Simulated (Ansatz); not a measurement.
Wires are cut from relaxed bulk AlN (F-43m, not its usual structure, 10.67 Å³/atom, gap on the mesh 3.31 eV); atoms and period are relaxed, and energies count from that bulk.

Method: Ansatz, DFT PBE, scalar-relativistic, plane waves, PAW.

Cutoff 420 eV, Gaussian smearing of 0.05 eV, energies at zero smearing, symmetry of each start kept, collinear spin where a moment is listed.

| start | atoms | k mesh | excess energy (eV per host atom) | line energy (eV/Å) | period (Å) | gap on the mesh (eV) | highest filled level or Fermi level under vacuum (eV) | size of the moment (μB per cell) |
| --- | --- | --- | --- | --- | --- | --- | --- | --- |
| [110] wire, 12 host atoms a period* | 12 | 1×1×11 | 0.687 | 2.222 | 3.709 | 2.76 | 5.11 | 0.00 |
| [110] wire, 20 host atoms a period | 20 | 1×1×11 | 0.844 | 5.314 | 3.175 | 0 | - | 1.82 |

A dash: not computed, or not clear enough to read.

* ends far from its start.

An odd mesh misses points on the zone edge, so a gap read on it can be too wide.

Each run keeps its start's symmetry and one magnetic start, so lower states can exist.

Cost: 2 runs of about 34 core-minutes in all, on AMD EPYC 9R45 (Zen 5) (shared hosts).